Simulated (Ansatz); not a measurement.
# GaSb (F-43m) in Ansatz: settings compared

The runs below take GaSb through relaxation of cell and atoms, single point, with BLYP+D3(BJ), BLYP+D4, PBE.

Everything below comes from runs of Ansatz 0.2.0. Logs are shortened: lines on timing, memory, paths and dates and some standing lists are left out, and cuts for length are marked.

**Measured values to compare with.**

From a printed reference work, data compilation, for a bulk crystal of GaSb at 4.2 K: band gap 0.811 eV (direct).

How close the calculation comes is told below.

## 1. The crystal as given

It takes space group F-43m (No. 216, cubic). Conventional cell: a = 6.118 Å, b = 6.118 Å, c = 6.118 Å, α = 90.00°, β = 90.00°, γ = 90.00°. Sb (site symmetry -43m) has 4 Ga at 2.65 Å as nearest neighbours. Around Ga (site symmetry -43m) lie 4 Sb at 2.65 Å.

## 2. Relaxation of cell and atoms, BLYP+D3(BJ)

Input file input.yaml:

```yaml
crystal:
  lattice:
    - [0.0, 3.059, 3.059]
    - [3.059, 0.0, 3.059]
    - [3.059, 3.059, 0.0]
  atoms:
    - { symbol: Sb, position: [0.75, 0.75, 0.75] }
    - { symbol: Ga, position: [0.0, 0.0, 0.0] }
hamiltonian:
  xc: blyp
  pseudopotentials: { kind: paw }
  dispersion: d3bj
kpoints:
  mp_grid: { grid: [8, 8, 8] }
scf:
  occupations: { method: fermi_dirac, width: 0.05 }
output:
  forces: true
  stress: true
  eigenvalues: true
  write_density: true
  write_potential: true
  elf: true
  volumetric_format: npy
relax:
  f_tol: 0.01
  max_steps: 40
  cell: { stress_tol: 0.05 }
```

Potentials or basis: Ansatz PAW.

Launch:

```
$ ansatz run input.yaml --threads 2 --pin off --max-ram 5632MiB --backend cpu --events-out ev --progress --plain --runs-dir out
```

Standard output:

```text
Warning: RAYON_NUM_THREADS=2 ignored (pool sized by the plan → 2); use --threads N
Engine: ansatz 0.2.0, x86_64-unknown-linux-gnu
Pseudopotentials: kind: paw
Pseudopotential: Sb, paw, valence charge 15, recommended cutoff 420 eV (normal), Sb.paw.azcp
Pseudopotential: Ga, paw, valence charge 13, recommended cutoff 420 eV (normal), Ga.paw.azcp
Functional definition: BLYP
  parameter beta = 0.0042
  parameter a = 0.04918
  parameter b = 0.132
  parameter c = 0.2533
  parameter d = 0.349
  exchange = b88_x(beta = beta)
  correlation = lyp_c(a = a, b = b, c = c, d = d)
Crystal: 2 atoms, lattice volume = 57.249 Å³
Basis set: ecut = 420 eV, 1139 PW (Γ), exchange–correlation on 60×60×60 points (8 copies of the dense FFT grid, shifted against one another)
Bands: 18, of which v1, the nominal top of the filled ones, is band 14 counted from 1 (13 counted from 0)
Symmetry: 24 space group operations
Space group: F-43m (ITA 216), of the structure as read, at distance tolerance 3.9e-5 Å
k-points: 29 of 512 (time reversal used)
Non-local potential: Sb, projectors of the file, l = 0: 2, l = 1: 2, l = 2: 2, l = 3: 2
Non-local potential: Ga, projectors of the file, l = 0: 2, l = 1: 2, l = 2: 3, l = 3: 1
PAW form: soft (Blöchl's): semilocal exchange-correlation on the pseudo side does not see the compensation charge
PAW frozen core: Sb, regenerated for the run's functional, and the local potential with it (the file was generated under x = pbe(κ = 0.804, μ = 0.2195149727645171), c = pbe(β = 0.06672455060314922))
PAW frozen core: Ga, regenerated for the run's functional, and the local potential with it (the file was generated under x = pbe(κ = 0.804, μ = 0.2195149727645171), c = pbe(β = 0.06672455060314922))
PAW one-centre angular grid: Sb, 590 points (default); XC on 64 Gauss nodes
PAW one-centre angular grid: Ga, 590 points (default); XC on 64 Gauss nodes
Initial density: superposition of atomic densities (neutral atoms: chi_scale 0, normalization atom), corrected by the library's trained network
Initial wavefunctions: pseudopotential atomic-orbital guess
Functional: x = b88, c = lyp
SCF iter   1: F=—  HF=-10296.042052 eV  |F-HF|=—  |Δ(HF+E_count)|=         —  Δρ=4.83e-3  dr2=9.73e-3  ethr=1.77e-3  ⟨swp⟩=6.2  Hψ=2673  notcnv=0
preconditioner: auto → none  [insulator: Δε(μ)=0.389 eV  Ē_g=14.730 eV  σ=0.050 eV  W_gap=0.69  n_scr=14 (ndim 8)  ℏωp=20.8 eV  f_vac=0.091  D(μ)=0.06/eV (n_scr^D=0)  ε∞_Penn≈3.0]
SCF iter   2: F=—  HF=-10296.037954 eV  |F-HF|=—  |Δ(HF+E_count)|=   4.10e-3  Δρ=2.58e-3  dr2=1.52e-3  ethr=3.47e-5  ⟨swp⟩=2.4  Hψ=1012  notcnv=0
SCF iter   3: F=—  HF=-10296.037925 eV  |F-HF|=—  |Δ(HF+E_count)|=   2.86e-5  Δρ=7.18e-4  dr2=2.92e-4  ethr=5.45e-6  ⟨swp⟩=2.0  Hψ=778  notcnv=0
SCF iter   4: F=—  HF=-10296.037674 eV  |F-HF|=—  |Δ(HF+E_count)|=   2.51e-4  Δρ=1.73e-4  dr2=1.20e-5  ethr=1.04e-6  ⟨swp⟩=2.0  Hψ=784  notcnv=0
SCF iter   5: F=—  HF=-10296.037679 eV  |F-HF|=—  |Δ(HF+E_count)|=   5.14e-6  Δρ=8.88e-5  dr2=2.64e-6  ethr=4.28e-8  ⟨swp⟩=2.0  Hψ=929  notcnv=0
SCF iter   6: F=—  HF=-10296.037678 eV  |F-HF|=—  |Δ(HF+E_count)|=   6.25e-7  Δρ=2.29e-5  dr2=1.38e-7  ethr=9.44e-9  ⟨swp⟩=2.0  Hψ=929  notcnv=0
SCF iter   7: F=-10296.037678 eV  HF=-10296.037678 eV  |F-HF|=7.97e-10  |Δ(HF+E_count)|=   1.74e-8  Δρ=2.31e-6  dr2=1.19e-9  ethr=3.57e-10  ⟨swp⟩=9.6  Hψ=3820  notcnv=0
SCF 1 converged in 7 iterations: F = -10296.037678 eV  dr2 = 1.19e-9
relax step   1: F+E_penalty+E_count = -10296.03767844 eV  Δ(F+E_penalty+E_count) = +0.000e0 eV  max|allowed force component| = 1.665e-16 eV/Å  Δτ_max = 0.0000 Å  P = +0.320 GPa  Ω = 57.249 Å³  (7 SCF iters, dr2 threshold 1.00e-7 eV, accepted)
Crystal: 2 atoms, lattice volume = 57.723 Å³
Initial density: handed on by an earlier stage of this run
Initial wavefunctions: those handed on with the density
iter 1 solved again at ethr=4.31e-7 eV; its pass at ethr=3.10e-3 eV (dr2=1.21e-4 eV) is discarded
SCF iter   1: F=—  HF=-10296.037933 eV  |F-HF|=—  |Δ(HF+E_count)|=         —  Δρ=2.89e-4  dr2=6.79e-5  ethr=4.31e-7  ⟨swp⟩=2.1  Hψ=3057  notcnv=0
preconditioner: auto → none  [insulator: Δε(μ)=0.361 eV  Ē_g=14.637 eV  σ=0.050 eV  W_gap=0.69  n_scr=14 (ndim 8)  ℏωp=20.7 eV  f_vac=0.099  D(μ)=0.06/eV (n_scr^D=0)  ε∞_Penn≈3.0]
SCF iter   2: F=—  HF=-10296.037921 eV  |F-HF|=—  |Δ(HF+E_count)|=   1.20e-5  Δρ=1.34e-4  dr2=1.16e-5  ethr=2.42e-7  ⟨swp⟩=1.3  Hψ=547  notcnv=0
SCF iter   3: F=—  HF=-10296.037922 eV  |F-HF|=—  |Δ(HF+E_count)|=   3.22e-7  Δρ=5.42e-5  dr2=1.69e-6  ethr=4.13e-8  ⟨swp⟩=2.0  Hψ=784  notcnv=0
SCF iter   4: F=-10296.037921 eV  HF=-10296.037921 eV  |F-HF|=1.97e-8  |Δ(HF+E_count)|=   9.77e-7  Δρ=1.49e-5  dr2=6.24e-8  ethr=7.14e-10  ⟨swp⟩=7.5  Hψ=3789  notcnv=0
SCF 2 converged in 4 iterations: F = -10296.037921 eV  dr2 = 6.24e-8
relax step   2: F+E_penalty+E_count = -10296.03792075 eV  Δ(F+E_penalty+E_count) = -2.423e-4 eV  max|allowed force component| = 5.551e-17 eV/Å  Δτ_max = 0.0000 Å  P = -0.093 GPa  Ω = 57.723 Å³  energy of the carried Pulay correction = -8.948e-5 eV  (4 SCF iters, dr2 threshold 2.00e-7 eV, accepted)
Crystal: 2 atoms, lattice volume = 57.616 Å³
iter 1 solved again at ethr=2.23e-8 eV; its pass at ethr=3.10e-3 eV (dr2=6.25e-6 eV) is discarded
SCF iter   1: F=—  HF=-10296.037974 eV  |F-HF|=—  |Δ(HF+E_count)|=         —  Δρ=6.12e-5  dr2=3.34e-6  ethr=2.23e-8  ⟨swp⟩=2.0  Hψ=3031  notcnv=0
preconditioner: auto → none  [insulator: Δε(μ)=0.365 eV  Ē_g=14.648 eV  σ=0.050 eV  W_gap=0.69  n_scr=14 (ndim 8)  ℏωp=20.8 eV  f_vac=0.096  D(μ)=0.06/eV (n_scr^D=0)  ε∞_Penn≈3.0]
SCF iter   2: F=—  HF=-10296.037972 eV  |F-HF|=—  |Δ(HF+E_count)|=   1.47e-6  Δρ=2.67e-5  dr2=5.08e-7  ethr=1.19e-8  ⟨swp⟩=1.9  Hψ=579  notcnv=0
SCF iter   3: F=—  HF=-10296.037972 eV  |F-HF|=—  |Δ(HF+E_count)|=   5.25e-8  Δρ=1.14e-5  dr2=7.58e-8  ethr=1.81e-9  ⟨swp⟩=2.0  Hψ=784  notcnv=0
SCF iter   4: F=-10296.037972 eV  HF=-10296.037972 eV  |F-HF|=5.88e-10  |Δ(HF+E_count)|=   4.78e-8  Δρ=2.97e-6  dr2=2.49e-9  ethr=7.70e-11  ⟨swp⟩=8.8  Hψ=3364  notcnv=0
SCF 3 converged in 4 iterations: F = -10296.037972 eV  dr2 = 2.49e-9
relax step   3: F+E_penalty+E_count = -10296.03797230 eV  Δ(F+E_penalty+E_count) = -5.155e-5 eV  max|allowed force component| = 3.701e-17 eV/Å  Δτ_max = 0.0000 Å  P = -0.001 GPa  Ω = 57.616 Å³  energy of the carried Pulay correction = -6.930e-5 eV  (4 SCF iters, dr2 threshold 2.16e-8 eV, accepted)
Initial wavefunctions: pseudopotential atomic-orbital guess (no wavefunctions were taken with the density)
iter 1 solved again at ethr=3.91e-7 eV; its pass at ethr=3.10e-3 eV (dr2=1.09e-4 eV) is discarded
SCF iter   1: F=—  HF=-10296.035539 eV  |F-HF|=—  |Δ(HF+E_count)|=         —  Δρ=3.01e-4  dr2=1.12e-6  ethr=3.91e-7  ⟨swp⟩=3.0  Hψ=4007  notcnv=0
preconditioner: auto → none  [insulator: Δε(μ)=0.365 eV  Ē_g=14.647 eV  σ=0.050 eV  W_gap=0.69  n_scr=14 (ndim 8)  ℏωp=20.8 eV  f_vac=0.096  D(μ)=0.06/eV (n_scr^D=0)  ε∞_Penn≈3.0]
SCF iter   2: F=—  HF=-10296.037342 eV  |F-HF|=—  |Δ(HF+E_count)|=   1.80e-3  Δρ=1.50e-4  dr2=2.77e-7  ethr=4.00e-9  ⟨swp⟩=2.4  Hψ=714  notcnv=0
SCF iter   3: F=—  HF=-10296.038040 eV  |F-HF|=—  |Δ(HF+E_count)|=   6.98e-4  Δρ=9.47e-6  dr2=1.18e-8  ethr=9.89e-10  ⟨swp⟩=2.6  Hψ=657  notcnv=0
SCF iter   4: F=—  HF=-10296.038043 eV  |F-HF|=—  |Δ(HF+E_count)|=   2.62e-6  Δρ=1.44e-6  dr2=1.51e-9  ethr=4.20e-11  ⟨swp⟩=2.0  Hψ=931  notcnv=0
SCF iter   5: F=—  HF=-10296.038043 eV  |F-HF|=—  |Δ(HF+E_count)|=   1.62e-8  Δρ=4.04e-7  dr2=3.02e-11  ethr=5.40e-12  ⟨swp⟩=2.0  Hψ=786  notcnv=0
SCF iter   6: F=-10296.038043 eV  HF=-10296.038043 eV  |F-HF|=5.55e-10  |Δ(HF+E_count)|=   1.96e-9  Δρ=1.73e-7  dr2=6.85e-12  ethr=1.00e-12  ⟨swp⟩=6.4  Hψ=2365  notcnv=0
SCF 4 converged in 6 iterations: F = -10296.038043 eV  dr2 = 6.85e-12
relax step   4: F+E_penalty+E_count = -10296.03804276 eV  Δ(F+E_penalty+E_count) = -7.046e-5 eV  max|allowed force component| = 4.510e-17 eV/Å  Δτ_max = 0.0000 Å  P = -0.002 GPa  Ω = 57.616 Å³  stress off target by 1.60e-3 GPa  SCF on the basis re-selected at this cell (its energy is not comparable with the rows above)  (6 SCF iters)
basis re-selected at this cell: Δ(F+E_penalty+E_count) = -7.046e-5 eV, ΔP = -0.001 GPa vs the last step (what re-selecting the basis moved, of the pressure what is left beyond the Pulay correction that the steps carried, after the strain that the cell walked since its last selection, with what the two solves' SCF thresholds leave and, on support functions, any second-order correction that the steps lacked; it is no measure of the basis error at this ecutwfc). This SCF's stress stands 1.60e-3 GPa from its target on what of the cell is left free (relax.cell.stress_tol is 5.00e-2 GPa) and its largest allowed force component is 4.51e-17 eV/Å (relax.f_tol is 1.00e-2 eV/Å): within both
SCF converged after 6 iterations
Free energy (F): -10296.038043 eV
Harris-Foulkes:  -10296.038043 eV  (|F-HF|=5.55e-10)
Internal energy: -10296.037568 eV  (E = F + TS)
E sigma→0 (E₀):  -10296.037805 eV
Entropy (-TS):   -0.000475 eV (-0.237 meV/atom)
Fermi energy:    8.070053 eV
--- Per-component energies (eV) ---
  E_band       = -252.267865
  E_kinetic    = 324.987617
  E_local      = -3918.968099  (includes V_loc(G=0)·N_el)
  E_nonlocal   = 779.048345
  E_hartree    = 1807.539473
  E_xc         = -205.220847
  E_vxc        = -150.598848  (∫ρ·V_xc dr)
  E_paw        = -6593.205074  (= ΣΔE_a)
  E_vpaw       = -901.815610  (= ΣTr[D̂ρ^β])
  E_aug_tail   = -0.000125  (compensation charges beyond the density's cutoff)
  E_ewald      = -2488.616838
  E_disp       = -1.546839  (pairwise vdW)
  E_core_change = -0.055181  (= ΣΔE_core)
  E_smearing   = -0.000475  (= −TS)
  E_closure    = 0.000000  (closes the sum)
  Σ components = -10296.038043   (vs F -10296.038043, Δ=0.00e0)
--- Forces (eV/Å), atoms counted from 1 ---
  atom   1  Sb     0.00000000    -0.00000000    -0.00000000
  atom   2  Ga    -0.00000000     0.00000000     0.00000000
  max |Σ_I F_I| component: 1.97e-17 eV/Å
--- Stress (GPa, compression-positive) ---
       -0.001603       0.000000       0.000000
        0.000000      -0.001603       0.000000
        0.000000       0.000000      -0.001603
  P = ⅓ Tr σ = -0.0016 GPa (-0.016 kbar)
--- Band table (eV; the first three rows and the last of 29) ---
  k-point 0: bands = ["-20.6795", "-20.6795", "-20.6795", "-20.6593", "-20.6593", "-7.0672", "-7.0672", "-7.0672", "-7.0184", "-7.0184", "-3.4279", "7.8161", "8.0302", "8.0302", "8.0302", "10.8579", "10.8579", "10.8579"]
  k-point 1: bands = ["-20.6794", "-20.6791", "-20.6791", "-20.6592", "-20.6592", "-7.0713", "-7.0654", "-7.0654", "-7.0186", "-7.0186", "-3.2710", "5.9531", "7.7854", "7.7854", "8.9483", "11.1947", "11.1947", "11.4849"]
  k-point 2: bands = ["-20.6792", "-20.6781", "-20.6781", "-20.6589", "-20.6589", "-7.0811", "-7.0613", "-7.0613", "-7.0190", "-7.0190", "-2.8254", "3.9859", "7.3470", "7.3470", "8.7788", "11.7151", "11.7151", "13.2222"]
  k-point 28: bands = ["-20.6789", "-20.6773", "-20.6738", "-20.6597", "-20.6574", "-7.1060", "-7.0494", "-7.0448", "-7.0241", "-7.0191", "-1.0104", "1.3514", "4.7889", "5.0083", "11.6372", "12.4579", "12.5105", "12.9500"]
--- Relaxed structure (3 steps of the walk, 3 accepted, 1 SCFs on fresh bases) ---
  F+E_penalty+E_count = -10296.03804276 eV   max|allowed force component| = 4.510e-17 eV/Å   (the final SCF, on the basis selected at the relaxed cell)
  cell:  # Å, volume = 57.6158 Å³
    - [1.0445512667435958e-33, 3.0655175699406394, 3.0655175699406394]
    - [3.0655175699406394, 7.33733572736965e-33, 3.0655175699406394]
    - [3.0655175699406394, 3.0655175699406394, 6.955182824902479e-33]
  atoms:
    - { symbol: Sb, position: [0.7499999999999999, 0.7499999999999999, 0.7499999999999999] }
    - { symbol: Ga, position: [1.3365769132958708e-33, -1.3155904259428444e-33, -1.3706799552445387e-33] }
```

It took 12 s on 2 threads of Intel Xeon at 2.70GHz, shared host; peak memory 0.4 GiB.

Results:

```
Free energy                            : -10296.0380 eV
Relaxed volume                         : 28.81 Å³/atom
Relaxed cell                           : a = 4.335 Å, b = 4.335 Å, c = 4.335 Å, α = 60.00°, β = 60.00°, γ = 60.00°
Space group after relaxing (to 0.05 Å) : F-43m (No. 216)
Energy gained by relaxing              : 0.2 meV/atom
Ionic steps                            : 4
Pressure after relaxing                : 0.0 GPa
Band gap on the k mesh                 : none (metal or under the smearing width)
```

Step by step:
```tsv
step	energy change (eV)	largest force (eV/Å)	volume (Å³)
1	0.0000	0.0000	57.25
2	-0.0002	0.0000	57.72
3	-0.0003	0.0000	57.62
4	-0.0004	0.0000	57.62
```

Final structure:
```
Sb Ga
1.0
     0.00000    3.06552    3.06552
     3.06552    0.00000    3.06552
     3.06552    3.06552    0.00000
Sb Ga
1 1
Direct
  0.75000 0.75000 0.75000
  0.00000 0.00000 0.00000
```

Levels at points of the mesh, in eV from the Fermi level:
```csv
k point,band 12,band 13,band 14,band 15,band 16,band 17
"(0.00, 0.00, 0.00)",-0.25,-0.04,-0.04,-0.04,2.79,2.79
"(0.00, 0.00, -0.50)",-6.36,-1.17,-1.17,0.33,3.80,3.80
"(0.00, -0.50, -0.50)",-6.84,-2.55,-2.55,0.96,1.39,8.56
```

Caveat: the plane-wave basis is chosen anew once the cell has moved, so the energies of steps on either side of that aren't comparable; pairwise dispersion overbinds metals, which lowers pressure and volume; the PAW data sets come from PBE, with cores solved anew for the run's functional, which leaves a small shift of forces and pressure; this crystal is a semiconductor, whose small gap the functional closes, so the metal is an error of the method. Spin-orbit coupling is left out, which matters for the levels of Sb.

## 3. Relaxation of cell and atoms, BLYP+D4

input.yaml: that of step 2 with these lines changed.

```diff
@@ -11,3 +11,3 @@
   pseudopotentials: { kind: paw }
-  dispersion: d3bj
+  dispersion: d4
 kpoints:
@@ -20,6 +20,2 @@
   eigenvalues: true
-  write_density: true
-  write_potential: true
-  elf: true
-  volumetric_format: npy
 relax:
```

Potentials or basis: Ansatz PAW.

Launch:

```
$ ansatz run input.yaml --threads 2 --pin off --max-ram 5632MiB --backend cpu --events-out ev --progress --plain --runs-dir out
```

Wall time 12 s (2 threads of Intel Xeon at 2.70GHz, shared host); peak memory 0.4 GiB.

The run converged. Its results:

```
Free energy                            : -10296.0705 eV
Relaxed volume                         : 28.84 Å³/atom
Relaxed cell                           : a = 4.337 Å, b = 4.337 Å, c = 4.337 Å, α = 60.00°, β = 60.00°, γ = 60.00°
Space group after relaxing (to 0.05 Å) : F-43m (No. 216)
Energy gained by relaxing              : 0.2 meV/atom
Ionic steps                            : 4
Pressure after relaxing                : 0.0 GPa
Band gap on the k mesh                 : none (metal or under the smearing width)
```

Step by step:
```csv
step,energy change (eV),largest force (eV/Å),volume (Å³)
1,0.0000,0.0000,57.25
2,-0.0004,0.0000,57.81
3,-0.0004,0.0000,57.68
4,-0.0005,0.0000,57.68
```

Final structure:
```
Sb Ga
1.0
     0.00000    3.06665    3.06665
     3.06665    0.00000    3.06665
     3.06665    3.06665    0.00000
Sb Ga
1 1
Direct
  0.75000 0.75000 0.75000
  0.00000 0.00000 0.00000
```

Levels at points of the mesh, in eV from the Fermi level:
| k point | band 10 | band 11 | band 12 | band 13 | band 14 | band 15 | band 16 | band 17 | band 18 |
| --- | --- | --- | --- | --- | --- | --- | --- | --- | --- |
| (0.00, 0.00, 0.00) | -15.09 | -11.49 | -0.26 | -0.04 | -0.04 | -0.04 | 2.79 | 2.79 | 2.79 |
| (0.00, 0.00, -0.50) | -15.09 | -9.92 | -6.35 | -1.17 | -1.17 | 0.32 | 3.80 | 3.80 | 6.68 |
| (0.00, -0.50, -0.50) | -15.08 | -9.12 | -6.83 | -2.54 | -2.54 | 0.96 | 1.39 | 8.55 | 8.55 |

Caveat: the plane-wave basis is chosen anew once the cell has moved, so the energies of steps on either side of that aren't comparable; pairwise dispersion overbinds metals, which lowers pressure and volume; the PAW data sets come from PBE, with cores solved anew for the run's functional, which leaves a small shift of forces and pressure; this crystal is a semiconductor, whose small gap the functional closes, so the metal is an error of the method.

(Part 1 of 2 ends here.)
